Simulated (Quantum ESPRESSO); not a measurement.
The system is Ag.

```
Ag
1.0
     0.00000    1.95753    1.95753
     1.95753    0.00000    1.95753
     1.95753    1.95753    0.00000
Ag
1
Direct
  0.00000 0.00000 0.00000
```

The cell isn't the ideal one: volume scaled by 0.88.

```yaml
Program: Quantum ESPRESSO 7.5
Task: phonons
Functional: PBEsol
Potentials_or_basis: JTH 2.0 PBE
Cutoff: 707 eV
Density_cutoff: 4245 eV
k_mesh: 11 × 11 × 11
Occupations: methfessel-paxton, width 0.2 eV
Spin: no spin polarisation
Mixing_beta: 0.5
Most_SCF_iterations: 120
SCF_threshold: 2e-10 Ry
```

At U the frequencies are 134 182 207 cm⁻¹, at a pressure of 16.6 GPa.

**Question.** How do the modes respond when the cell is scaled evenly, at fixed shape?

**Answer.** The highest mode has a Grüneisen parameter of 2.28 and moves by +2.3 cm⁻¹ per GPa. None of the listed modes softens on compression. The pressures give a bulk modulus of about 208 GPa.

Frequencies at 99 % and 101 % of the volume (pressures 18.7 and 14.5 GPa), ions relaxed:
| mode | 99 % (cm⁻¹) | 101 % (cm⁻¹) | Grüneisen parameter |
| --- | --- | --- | --- |
| 1 | 136.3 | 130.9 | 2.00 |
| 2 | 186.3 | 178.3 | 2.21 |
| 3 | 212.2 | 202.8 | 2.28 |

Modes are matched by their order; those that don't vary smoothly over the three volumes are left out.

Caveat: the potentials were made for another functional, which shifts forces and pressure; the cell is more than 3 GPa from zero pressure, which shifts response properties; the q point doesn't lie on the k mesh, which can shift a metal's frequencies strongly unless the mesh is converged.
